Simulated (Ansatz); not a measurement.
Bulk crystal (AlP) after relaxation:

```xyz
2
Lattice="0.0000 -2.7352 -2.7352 2.7352 0.0000 -2.7352 2.7352 -2.7352 0.0000" Properties=species:S:1:pos:R:3 pbc="T T T"
P     2.7352   -2.7352   -2.7352
Al    4.1028   -4.1028   -4.1028
```

Miller indices refer to the conventional cell of F-43m (No. 216), a = 5.470 Å, b = 5.470 Å, c = 5.470 Å, α = 90.00°, β = 90.00°, γ = 90.00°. The bulk's gap is 1.45 eV.

The (100) slab of 11 planes, 13.7 Å thick with 15 Å of vacuum as cut; outer planes P (top) and P (bottom).

Theory: DFT PBEsol, scalar-relativistic, plane waves, PAW (Ansatz 0.2.0). Settings: cutoff 420 eV, Γ-centred mesh 7×7×1 on the computed 11-atom cell, Gaussian smearing of 0.05 eV; no spin polarisation. The cell repeats along c with a dipole correction in the vacuum.

The slab isn't stoichiometric (Al5P6), so its surface energy depends on the chemical potentials; it is given with the excess atoms taken from the element's standard state, a limit at which the compound may itself be unstable, so the figure can be too low. This cut of an insulator is polar or leaves open shells, so the slab is metallic here; real surfaces compensate by reconstruction or adsorbates.

Results for the relaxed slab:

```
Surface energy with the excess atoms taken from the elements : 2.31 J/m²
Gap of the slab on the mesh                                  : none (metal or semimetal)
Work function                                                : 6.42 eV
```

Relaxation lowers the energy by 0.012 J/m² a face; the largest move is 0.052 Å.

```csv
plane (bottom to top),atoms,"spacing to next, bulk (Å)",relaxed (Å),change (%)
1,P,1.368,1.311,-4.1
2,Al,1.368,1.390,+1.7
3,P,1.368,1.344,-1.7
4,Al,1.368,1.375,+0.5
5,P,1.368,1.366,-0.1
6,Al,1.368,1.366,-0.1
7,P,1.368,1.375,+0.5
8,Al,1.368,1.344,-1.7
9,P,1.368,1.390,+1.7
10,Al,1.368,1.311,-4.1
11,P,,,
```